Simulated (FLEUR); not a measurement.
# Cr (Im-3m) in FLEUR: single point with PBE

Aim: the single point of Cr with PBE.

Program: FLEUR MaX-R8.1 (later development tree). These are calculated values, not measurements. Logs are shortened: lines on timing, memory, paths and dates and some standing lists are left out, and cuts for length are marked.

### 1 The structure

It takes space group Im-3m (No. 229, cubic). Conventional cell: a = 2.969 Å, b = 2.969 Å, c = 2.969 Å, α = 90.00°, β = 90.00°, γ = 90.00°. Cr (site symmetry m-3m) has 8 Cr at 2.57 Å as nearest neighbours.

### 2 Single point, PBE, collinear spin, ferromagnetic start

Contents of inp.xml:

```xml
<?xml version="1.0" encoding="UTF-8" standalone="no"?>
<fleurInput fleurInputVersion="0.39">
   <comment>
      Cr                                                                                                  
   </comment>
   <calculationSetup>
      <cutoffs Kmax="4.45" Gmax="13.8" GmaxXC="13.8" numbands="0"/>
      <scfLoop itmax="60" minDistance="0.00001" maxIterBroyd="15" imix="Anderson" alpha="0.05" precondParam="0.0" spinf="2.0" sdNocoIR="T"/>
      <coreElectrons ctail="T" frcor="F" kcrel="0" coretail_lmax="0"/>
      <xcFunctional name="pbe" relativisticCorrections="F"/>
      <magnetism jspins="2"/>
      <soc l_soc="F" theta="0.0" phi="0.0" spav="F"/>
      <expertModes spex="0" secvar="F"/>
      <geometryOptimization l_f="T" forcealpha="1.0" forcemix="BFGS" epsdisp="0.0005" epsforce="0.0002"/>
      <ldaU l_linMix="F" mixParam="0.05" spinf="1.0"/>
   </calculationSetup>
   <cell>
      <bzIntegration valenceElectrons="14.0" mode="hist" fermiSmearingEnergy="0.00183747">
         <kPointListSelection listName="default-1"/>
         <!-- k-points included here -->
         <xi:include xmlns:xi="http://www.w3.org/2001/XInclude" href="kpts.xml"> </xi:include>
      </bzIntegration>
      <!-- symmetry operations included here -->
      <xi:include xmlns:xi="http://www.w3.org/2001/XInclude" href="sym.xml"> </xi:include>
      <bulkLattice scale="1.0">
         <bravaisMatrix>
            <row-1>   -2.8052033364147673     2.8052033364147673     2.8052033364147673</row-1>
            <row-2>    2.8052033364147673    -2.8052033364147673     2.8052033364147673</row-2>
            <row-3>    2.8052033364147673     2.8052033364147673    -2.8052033364147673</row-3>
         </bravaisMatrix>
      </bulkLattice>
   </cell>
   <atomSpecies>
      <species name="Chromium (4.500" element="Cr" atomicNumber="24">
         <mtSphere radius="2.2" gridPoints="745" logIncrement="0.016"/>
         <atomicCutoffs lmax="9" lnonsphr="9"/>
         <electronConfig flipSpins="F">
            <coreConfig>(1s1/2) (2s1/2) (2p1/2) (2p3/2)</coreConfig>
            <valenceConfig>(3s1/2) (3p1/2) (3p3/2) (4s1/2) (3d3/2) (3d5/2)</valenceConfig>
            <stateOccupation state="(4s1/2)" spinUp="0.5" spinDown="0.5"/>
            <stateOccupation state="(3d3/2)" spinUp="1.75" spinDown="0.25"/>
            <stateOccupation state="(3d5/2)" spinUp="3.0" spinDown="0.0"/>
         </electronConfig>
         <energyParameters s="4" p="4" d="3" f="4"/>
         <lo type="SCLO" l="0" n="3" eDeriv="0"/>
         <lo type="SCLO" l="1" n="3" eDeriv="0"/>
         <lo type="SCLO" l="1" n="3" eDeriv="1"/>
         <lo type="SCLO" l="2" n="3" eDeriv="2"/>
         <lo type="SCLO" l="3" n="4" eDeriv="2"/>
      </species>
   </atomSpecies>
   <atomGroups>
      <atomGroup species="Chromium (4.500">
         <relPos label="                   1">.0000000000 .0000000000 .0000000000</relPos>
         <force calculate="T" relaxXYZ="TTT"/>
      </atomGroup>
   </atomGroups>
   <output dos="F" band="F" slice="F">
      <checks vchk="F" cdinf="F"/>
      <bandDOS minEnergy="-.5*Htr" maxEnergy="0.5*Htr" sigma="0.015" storeEVData="T"/>
      <vacuumDOS vacdos="F" integ="F" star="F" nstars="0" locx1="0.0" locy1="0.0" locx2="0.0" locy2="0.0" nstm="0" tworkf="0.0"/>
      <unfoldingBand unfoldBand="F" supercellX="1" supercellY="1" supercellZ="1"/>
      <plotting iplot="0" polar="F">
         <plot TwoD="T" vec1="  1.0  0.0  0.0" vec2="  0.0  1.0  0.0" vec3="  0.0  0.0  1.0" zero="  0.0  0.0  0.0" file="plot"/>
      </plotting>
      <chargeDensitySlicing numkpt="0" minEigenval="0.0" maxEigenval="0.0" nnne="0" pallst="F"/>
      <specialOutput eonly="F"/>
      <moessbauerParams electricFieldGradient="T" isomerShift="T" coreHyperfine="T" valenceHyperfine="T"/>
      <magneticCircularDichroism mcd="F" energyLo="-10.0" energyUp="0.0"/>
   </output>
  <!-- We include the file relax.xml here to enable relaxations (see documentation) -->
  <xi:include xmlns:xi="http://www.w3.org/2001/XInclude" href="relax.xml"> <xi:fallback/> </xi:include>
</fleurInput>
```

Contents of crystal.txt:

```
Cr
&input cartesian=F /
-1.4844496776  1.4844496776  1.4844496776
1.4844496776  -1.4844496776  1.4844496776
1.4844496776  1.4844496776  -1.4844496776
1.8897261246
1.0 1.0 1.0

1
24 0.0000000000  0.0000000000  0.0000000000 : 4.500

&kpt div1=12 div2=12 div3=12 gamma=T /
```

Potentials or basis: all-electron, FLAPW.

On the command line:

```console
> inpgen -f crystal.txt -profile fastHighL
> # inp.xml edited to the form shown
> fleur_MPI
```

Output:

```text
Welcome to FLEUR        (www.flapw.de)
      MaX-Release 8.1          (www.max-centre.eu)

 ========== k-point set info ==========
 Selected k-point list: default-1
 k-point list type: mesh
 12 x 12 x 12
 Number of k points: 72

 ------------Calculation Setup---------------------------
 Number of MPI-tasks      :            1
 Number of PE/node        :            1
 Number of OMP-threads    :            1
 Most efficient MPI parallelization for:
           1           2           3           4           6           8           9          12          18          24          36          72
 Additional eigenvalue parallelization possible
 Number of basis functions:          175
 Approximate size of matrices (H+S) per k-point:         0.000 GB
 --------------------------------------------------------
 Iteration:     1   Distance:      60.79634415 me/bohr^3
 Iteration:     2   Distance:      55.90069577 me/bohr^3
 Iteration:     3   Distance:      19.43799239 me/bohr^3
 Iteration:     4   Distance:      32.26453593 me/bohr^3
 Iteration:     5   Distance:      31.66671833 me/bohr^3
 Iteration:     6   Distance:      28.37608435 me/bohr^3
 Iteration:     7   Distance:     172.53889918 me/bohr^3
 Iteration:     8   Distance:      46.23002777 me/bohr^3
 Iteration:     9   Distance:      56.64092812 me/bohr^3
 Iteration:    10   Distance:       8.38487876 me/bohr^3
[... 13 lines left out ...]
 Iteration:    24   Distance:       0.04894015 me/bohr^3
 Iteration:    25   Distance:       0.03907238 me/bohr^3
 Iteration:    26   Distance:       0.02670246 me/bohr^3
 Iteration:    27   Distance:       0.00308729 me/bohr^3
 Iteration:    28   Distance:       0.00259357 me/bohr^3
 Iteration:    29   Distance:       0.00016883 me/bohr^3
 Iteration:    30   Distance:       0.00016291 me/bohr^3
 Iteration:    31   Distance:       0.00003909 me/bohr^3
 Iteration:    32   Distance:       0.00001271 me/bohr^3
 Iteration:    33   Distance:       0.00000260 me/bohr^3

 ********************************************************************
 Run finished successfully
 Stop message:
   Structural relaxation: Done
 ********************************************************************
```

It took 2.9 min on 1 thread of Intel Xeon Platinum 8259CL at 2.50GHz (Skylake/Cascade Lake), shared host; peak memory 0.06 GiB.

What came out:

| Item | Value |
| --- | --- |
| Free energy | -28596.1044 eV |
| Band gap on the k mesh | none (metal or under the smearing width) |
| Net moment | 0.00 μB per cell |
| Valence electrons inside the program's atomic spheres | Cr 12.29 (radii Cr 2.2 bohr) |

Core levels (eV from the Fermi level):
```csv
atom,levels
1 Cr,"1s1/2 -5877.7, 2s1/2 -665.6, 2p1/2 -564.9, 2p3/2 -556.2"
```

Caveat: the starting moments collapsed, and a magnetic state may lie lower.
